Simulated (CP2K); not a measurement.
**Input and output of a self-consistent single point for CsI (Pm-3m, 2 atoms in the cell) (CP2K)**

Computed with PBEsol, GPW, DZVP-MOLOPT-SR-GTH basis, GTH-PBE potentials (GTH_POTENTIALS) (CP2K).

Input:

```
&GLOBAL
  PROJECT bulk
  RUN_TYPE ENERGY_FORCE
  PRINT_LEVEL MEDIUM
&END GLOBAL
&FORCE_EVAL
  METHOD Quickstep
  STRESS_TENSOR ANALYTICAL
  &DFT
    BASIS_SET_FILE_NAME BASIS_MOLOPT
    POTENTIAL_FILE_NAME GTH_POTENTIALS
    &QS
      METHOD GPW
      EPS_DEFAULT 1E-10
    &END QS
    &MGRID
      CUTOFF 500
      REL_CUTOFF 40
      NGRIDS 5
    &END MGRID
    &SCF
      SCF_GUESS ATOMIC
      EPS_SCF 1E-7
      MAX_SCF 100
      ADDED_MOS 4
      &DIAGONALIZATION
        ALGORITHM STANDARD
      &END DIAGONALIZATION
      &MIXING
        METHOD BROYDEN_MIXING
        ALPHA 0.4
        NBUFFER 10
        BETA 1.5
      &END MIXING
      &SMEAR ON
        METHOD FERMI_DIRAC
        ELECTRONIC_TEMPERATURE [K] 116.05
      &END SMEAR
    &END SCF
    &KPOINTS
      SCHEME MONKHORST-PACK 4 4 4
      GAMMA_CENTERED T
    &END KPOINTS
    &XC
      &XC_FUNCTIONAL
        &PBE
          PARAMETRIZATION PBESOL
        &END PBE
      &END XC_FUNCTIONAL
    &END XC
    &PRINT
      &MO
        EIGENVALUES T
        OCCUPATION_NUMBERS T
        NDIGITS 8
        FILENAME mo
        &EACH
          QS_SCF 0
        &END EACH
        ADD_LAST NUMERIC
      &END MO
      &MULLIKEN ON
      &END MULLIKEN
    &END PRINT
  &END DFT
  &SUBSYS
    &CELL
      A 4.55629000 0.00000000 0.00000000
      B 0.00000000 4.55629000 0.00000000
      C 0.00000000 0.00000000 4.55629000
      PERIODIC XYZ
    &END CELL
    &COORD
      Cs       0.00000000     0.00000000     0.00000000
      I        2.27814500     2.27814500     2.27814500
    &END COORD
    &KIND Cs
      BASIS_SET DZVP-MOLOPT-SR-GTH
      POTENTIAL GTH-PBE-q9
    &END KIND
    &KIND I
      BASIS_SET DZVP-MOLOPT-SR-GTH
      POTENTIAL GTH-PBE-q7
    &END KIND
  &END SUBSYS
  &PRINT
    &FORCES ON
    &END FORCES
    &STRESS_TENSOR ON
    &END STRESS_TENSOR
  &END PRINT
&END FORCE_EVAL
```

Log, with long lists cut:

```
 GLOBAL| Method name                                                        CP2K
 GLOBAL| Project name                                                       bulk
 GLOBAL| Run type                                                   ENERGY_FORCE

 CELL| Volume [angstrom^3]:                                            94.587571
 CELL| Vector a [angstrom]:       4.556     0.000     0.000   |a| =     4.556290
 CELL| Vector b [angstrom]:       0.000     4.556     0.000   |b| =     4.556290
 CELL| Vector c [angstrom]:       0.000     0.000     4.556   |c| =     4.556290
 CELL| Angle (b,c), alpha [degree]:                                    90.000000
 CELL| Angle (a,c), beta  [degree]:                                    90.000000
 CELL| Angle (a,b), gamma [degree]:                                    90.000000
 CELL| Numerically orthorhombic:                                             YES
 CELL| Periodicity                                                           XYZ

 DFT| Spin restricted Kohn-Sham (RKS) calculation                            RKS
 DFT| Multiplicity                                                             1
 DFT| Number of spin states                                                    1
 DFT| Charge                                                                   0
 DFT| XC density smoothing                                                  NONE
 DFT| XC derivatives                                                          PW

 QS| Method:                                                                 GPW
 QS| Density plane wave grid type                        NON-SPHERICAL FULLSPACE
 QS| Number of grid levels:                                                    5
 QS| Density cutoff [a.u.]:                                                250.0
 QS| Multi grid cutoff [a.u.]: 1) grid level                               250.0
   [... lines left out ...]
 BRILLOUIN| Wavefunction type                                            COMPLEX
 BRILLOUIN| List of Kpoints [2 Pi/Bohr]                                       36
 BRILLOUIN| Number           Weight            X              Y              Z
 BRILLOUIN|     1           0.03125       -0.25000       -0.25000       -0.25000
 BRILLOUIN|     2           0.03125       -0.25000       -0.25000        0.00000
 BRILLOUIN|     3           0.03125       -0.25000       -0.25000        0.25000
   [... 33 lines left out ...]
 *******************************************************************************

 Extrapolation method: initial_guess

 Re-scaling the density matrix to get the right number of electrons
                  # Electrons              Trace(P)               Scaling factor
                           16                16.000                        1.000

 Number of electrons:                                                         16
 Number of occupied orbitals:                                                  8
 Number of molecular orbitals:                                                12

 Number of orbital functions:                                                 27
 Number of independent orbital functions:                                     27
 SCF WAVEFUNCTION OPTIMIZATION

  Step     Update method      Time    Convergence         Total energy    Change
     1 NoMix/Diag. 0.40E+00      -     2.05345064       -31.7038861890 -3.17E+01
     2 Broy./Diag. 0.40E+00      -     0.01866704       -31.6350848437  6.88E-02
     3 Broy./Diag. 0.40E+00      -     0.10568963       -31.5864057012  4.87E-02
     4 Broy./Diag. 0.40E+00      -     0.01221337       -31.6559537818 -6.95E-02
     5 Broy./Diag. 0.40E+00      -     0.00413553       -31.6693299859 -1.34E-02
     6 Broy./Diag. 0.40E+00      -     0.01045684       -31.6544866387  1.48E-02
     7 Broy./Diag. 0.40E+00      -     0.00107069       -31.6460469839  8.44E-03
   [... 4 lines left out ...]
    12 Broy./Diag. 0.40E+00      -     0.00000463       -31.6395078074 -4.44E-06
    13 Broy./Diag. 0.40E+00      -     0.00000381       -31.6394968496  1.10E-05
    14 Broy./Diag. 0.40E+00      -     0.00000039       -31.6394931710  3.68E-06
    15 Broy./Diag. 0.40E+00      -     0.00000054       -31.6394910078  2.16E-06
    16 Broy./Diag. 0.40E+00      -     0.00000007       -31.6394904495  5.58E-07
  *** SCF run converged in    16 steps ***

  Electronic density on regular grids:        -16.0000000000        0.0000000000
  Core density on regular grids:               15.9999999972       -0.0000000028
  Total charge density on r-space grids:       -0.0000000028
  Total charge density g-space grids:          -0.0000000028

  Overlap energy of the core charge distribution:               0.00000000000000
  Self energy of the core charge distribution:                -66.99751304629606
  Core Hamiltonian energy:                                     13.15374126640827
  Hartree energy:                                              27.61811469648162
  Exchange-correlation energy:                                 -5.41383336611197
  Electronic entropic energy:                                  -0.00000000000000
  Fermi energy:                                                 0.14470560180717

  Total energy:                                               -31.63949044951814
  Total energy (extrapolated to T->0):                        -31.63949044951814

                     Mulliken Population Analysis

 #  Atom  Element  Kind  Atomic population                           Net charge
       1     Cs       1          8.356157                              0.643843
       2     I        2          7.643843                             -0.643843
 # Total charge                             16.000000                 -0.000000

 ENERGY| Total FORCE_EVAL ( QS ) energy [hartree]            -31.639490250353077

 FORCES| Atomic forces [hartree/bohr]
 FORCES|   Atom     x               y               z               |f|
 FORCES|      1  5.28400469E-12  5.28467267E-12  5.28428964E-12   9.15271478E-12
 FORCES|      2  9.73732238E-12  9.73667391E-12  9.74047176E-12   1.68669812E-11
 FORCES| Sum     1.50213271E-11  1.50213466E-11  1.50247614E-11
 FORCES| Total atomic force                                       2.60196959E-11

 STRESS| Analytical stress tensor [bar]
 STRESS|                        x                   y                   z
 STRESS|      x       -8.79584710210E+02   1.27547025388E-05   1.27549240718E-05
 STRESS|      y        1.27547025388E-05  -8.79584710210E+02   1.27543741712E-05
 STRESS|      z        1.27549240718E-05   1.27543741712E-05  -8.79584710210E+02
 STRESS| 1/3 Trace                                            -8.79584710210E+02
```

The run converged in 16 iterations.

The starting cell has typed, rounded lattice constants, without a prior relaxation at this level. Its lattice was rescaled by up to half a per cent. Values carry the incompleteness of an atom-centred basis. The potentials were made for another functional than the one used.
